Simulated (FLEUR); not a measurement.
The system is MgSe.

```xyz
2
Lattice="0.0000 2.7255 2.7255 2.7255 0.0000 2.7255 2.7255 2.7255 0.0000" Properties=species:S:1:pos:R:3 pbc="T T T"
Se    2.7255    2.7255    2.7255
Mg    0.0000    0.0000    0.0000
```

Base run:

```yaml
Program: FLEUR MaX-R8.1 (later development tree)
Functional: LDA
Potentials_or_basis: all-electron
Basis: FLAPW
Kmax: 4.38 1/bohr
k_mesh: 8 × 8 × 8
Occupations: fermi-dirac, width 0.05 eV
Spin: no spin polarisation
```

Its results: band gap on the k mesh 1.66 eV, indirect (least direct gap 2.38 eV).

Problem. The run is repeated on the same cell with these changes: functional from LDA to PBEsol. What comes out?

Solution. Band gap on the k mesh 1.77 eV, indirect (least direct gap 2.50 eV).

Not every run made on this cell is shown here.
